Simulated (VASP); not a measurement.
Output of a VASP run:

### OSZICAR
```
...
DAV:   4    -0.306854882070E+01   -0.32378E-04   -0.38422E-04   500   0.146E-01    0.947E-02
DAV:   5    -0.306853675796E+01    0.12063E-04   -0.11269E-04   540   0.668E-02    0.169E-02
DAV:   6    -0.306853467544E+01    0.20825E-05   -0.28547E-06   496   0.134E-02    0.883E-03
DAV:   7    -0.306853274202E+01    0.19334E-05   -0.60793E-07   516   0.559E-03    0.179E-03
DAV:   8    -0.306853305446E+01   -0.31244E-06   -0.24066E-08   248   0.121E-03    0.217E-04
DAV:   9    -0.306853308440E+01   -0.29941E-07   -0.41863E-09   244   0.472E-04
   7 F= 0.71476339E+01 E0= 0.71476339E+01  d E =-.646508E+01
       N       E                     dE             d eps       ncg     rms          rms(c)
DAV:   1    -0.293797445522E+01    0.13056E+00   -0.26962E-01   504   0.331E+00    0.616E-01
DAV:   2    -0.292801320059E+01    0.99613E-02   -0.11605E-02   484   0.746E-01    0.269E-01
DAV:   3    -0.292462868494E+01    0.33845E-02   -0.94149E-03   496   0.600E-01    0.147E-01
DAV:   4    -0.292464393980E+01   -0.15255E-04   -0.14176E-04   500   0.888E-02    0.583E-02
DAV:   5    -0.292464109439E+01    0.28454E-05   -0.40416E-05   548   0.401E-02    0.107E-02
DAV:   6    -0.292464010409E+01    0.99030E-06   -0.10081E-06   496   0.800E-03    0.561E-03
DAV:   7    -0.292463892990E+01    0.11742E-05   -0.23215E-07   344   0.353E-03    0.855E-04
DAV:   8    -0.292463909254E+01   -0.16264E-06   -0.16507E-08   244   0.111E-03    0.434E-04
DAV:   9    -0.292463912378E+01   -0.31236E-07   -0.23366E-09   244   0.409E-04
   8 F= 0.71506078E+01 E0= 0.71506078E+01  d E =-.646210E+01
       N       E                     dE             d eps       ncg     rms          rms(c)
DAV:   1    -0.331973680751E+01   -0.39510E+00   -0.14227E+00   512   0.747E+00    0.137E+00
DAV:   2    -0.326646033227E+01    0.53276E-01   -0.62905E-02   480   0.172E+00    0.608E-01
DAV:   3    -0.324837971044E+01    0.18081E-01   -0.51236E-02   504   0.139E+00    0.345E-01
DAV:   4    -0.324839706314E+01   -0.17353E-04   -0.70847E-04   500   0.197E-01    0.187E-01
DAV:   5    -0.324835726073E+01    0.39802E-04   -0.19029E-04   548   0.878E-02    0.294E-02
DAV:   6    -0.324835755704E+01   -0.29631E-06   -0.60826E-06   496   0.197E-02    0.118E-02
DAV:   7    -0.324835906003E+01   -0.15030E-05   -0.76260E-07   532   0.666E-03    0.103E-03
DAV:   8    -0.324835888230E+01    0.17774E-06   -0.13682E-08   252   0.107E-03    0.446E-04
DAV:   9    -0.324835882598E+01    0.56313E-07   -0.25453E-09   240   0.497E-04
   9 F= 0.71557711E+01 E0= 0.71557711E+01  d E =0.516327E-02
       N       E                     dE             d eps       ncg     rms          rms(c)
DAV:   1    -0.307871746710E+01    0.16964E+00   -0.56000E-01   508   0.476E+00    0.886E-01
DAV:   2    -0.305798384029E+01    0.20734E-01   -0.24185E-02   480   0.107E+00    0.386E-01
DAV:   3    -0.305095452558E+01    0.70293E-02   -0.19571E-02   496   0.862E-01    0.211E-01
DAV:   4    -0.305098102621E+01   -0.26501E-04   -0.29620E-04   500   0.128E-01    0.834E-02
DAV:   5    -0.305097245221E+01    0.85740E-05   -0.86428E-05   540   0.586E-02    0.149E-02
DAV:   6    -0.305097066467E+01    0.17875E-05   -0.22293E-06   500   0.118E-02    0.750E-03
DAV:   7    -0.305096903384E+01    0.16308E-05   -0.44403E-07   504   0.478E-03    0.153E-03
DAV:   8    -0.305096930548E+01   -0.27164E-06   -0.19260E-08   240   0.107E-03    0.198E-04
DAV:   9    -0.305096932683E+01   -0.21347E-07   -0.30937E-09   240   0.407E-04
  10 F= 0.71475673E+01 E0= 0.71475673E+01  d E =-.304049E-02
```

File OUTCAR:
```
------------------------ aborting loop because EDIFF is reached ----------------------------------------
  FORCE on cell =-STRESS in cart. coord.  units (eV):
  Direction    XX          YY          ZZ          XY          YZ          ZX
  --------------------------------------------------------------------------------------
  Total       10.1967502     10.1967502     10.1967502      0.0000000      0.0000000      0.0000000
  in kB      299.9474512    299.9474512    299.9474512      0.0000000      0.0000000      0.0000000
  external PRESSURE =      -0.0525488 kB  Pullay stress =     300.0000000 kB
  volume of cell :       54.47
      direct lattice vectors                 reciprocal lattice vectors
     3.790609640  0.000000000  0.000000000     0.263809808  0.000000000  0.000000000
    -0.000000000  3.790609640  0.000000000    -0.000000000  0.263809808 -0.000000000
    -0.000000000  0.000000000  3.790609640    -0.000000000 -0.000000000  0.263809808
 POSITION                                       TOTAL-FORCE (eV/Angst)
 -----------------------------------------------------------------------------------
      0.00000      0.00000      0.00000         0.000000      0.000000      0.000000
      1.89530      1.89530      1.89530        -0.000000     -0.000000      0.000000
 -----------------------------------------------------------------------------------
    total drift:                               -0.000000      0.000000      0.000000
  FREE ENERGIE OF THE ION-ELECTRON SYSTEM (eV)
  ---------------------------------------------------
  free  energy   TOTEN  =        -3.0509693268 eV

  energy  without entropy=       -3.0509693268  energy(sigma->0) =       -3.05096933
  enthalpy is  TOTEN    =         7.1475673141 eV   P V=       10.1985366409

 reached required accuracy - stopping structural energy minimisation
```
(Selected blocks of OUTCAR.)

File POSCAR:
```
CsI
1
    4.6687845990     0.0000000000     0.0000000000
    0.0000000000     4.6687845990     0.0000000000
    0.0000000000     0.0000000000     4.6687845990
Cs I
1 1
Direct
  0.0000000000   0.0000000000   0.0000000000
  0.5000000000   0.5000000000   0.5000000000
```

**Question.** Reconstruct the remaining input files.

**Answer.** One answer among several that fit: the input of the run itself, PBE GGA, plane waves, VASP's PBE PAW potentials (set 64).

**KPOINTS**
```
Automatic mesh
0
Gamma
6 6 6
0 0 0
```

INCAR:
```
ALGO=Normal
EDIFF=1E-7
EDIFFG=-0.01
ENCUT=480
GGA=PE
IBRION=2
ISIF=3
ISMEAR=0
LASPH=.True.
LCHARG=.False.
LMAXMIX=4
LREAL=.False.
LWAVE=.False.
NELM=100
NSW=40
PREC=Accurate
PSTRESS=300
SIGMA=0.05
SYSTEM=CsI
```

POTCAR, in this order: Cs_sv I (PBE.64 set). Program: vasp_std.

Energy and stress use the plane-wave basis of the starting cell.

The compound is CsI in the CsCl type structure. This run relaxes it under an external pressure of 30 GPa. Symmetry was kept, so distortions that lower it aren't found.
